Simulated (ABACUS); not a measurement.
The system is Te.

```
CELL_PARAMETERS angstrom
4.45400 0.00000 0.00000
-2.22700 3.85728 0.00000
0.00000 0.00000 5.92400
ATOMIC_POSITIONS crystal
Te 0.73100 0.73100 0.00000
Te 0.00000 0.26900 0.66667
Te 0.26900 0.00000 0.33333
```

```yaml
Program: ABACUS 3.10.1
Task: single point
Functional: PBE
Potentials_or_basis: PseudoDojo NC SR 0.4.1 PBE standard
Cutoff: 1361 eV
Density_cutoff: 5442 eV
Basis: DZP LCAO (the cutoffs set its grid)
k_mesh: 7 × 7 × 5
Occupations: fermi-dirac, width 0.05 eV
Spin: no spin polarisation
```

On this cell: pressure 3.0 GPa; largest force 0.460 eV/Å; band gap on the k mesh 0.63 eV, indirect (least direct gap 0.78 eV).

The same run follows on a disturbed copy (atoms moved at random, drawn with an rms of 0.05 Å):

```
CELL_PARAMETERS angstrom
4.45400 0.00000 0.00000
-2.22700 3.85728 0.00000
0.00000 0.00000 5.92400
ATOMIC_POSITIONS crystal
Te 0.72636 0.72628 0.99901
Te 0.00652 0.27843 0.67379
Te 0.27379 0.01099 0.33305
```

**Question.** What changes?

**Answer.** The energy moves by -3.8 meV/atom; pressure 2.6 GPa; largest force 0.433 eV/Å; band gap on the k mesh 0.49 eV, indirect (least direct gap 0.70 eV).

Forces on the atoms (eV/Å):
```
Te  -0.168 -0.244  0.145
Te  -0.213  0.315 -0.208
Te   0.381 -0.071  0.063
```

Stress tensor (GPa, compression positive):
```
 2.24 -0.08 -0.07
-0.08  2.29 -0.15
-0.07 -0.15  3.21
```

Caveats: the atomic orbitals were generated for these runs and aren't a published set; spin-orbit coupling is left out, which moves the levels of the heavy elements; an odd mesh through Γ misses points on the zone boundary, where band edges often lie; the basis of atomic orbitals isn't converged, which shifts pressures, moduli and gaps.
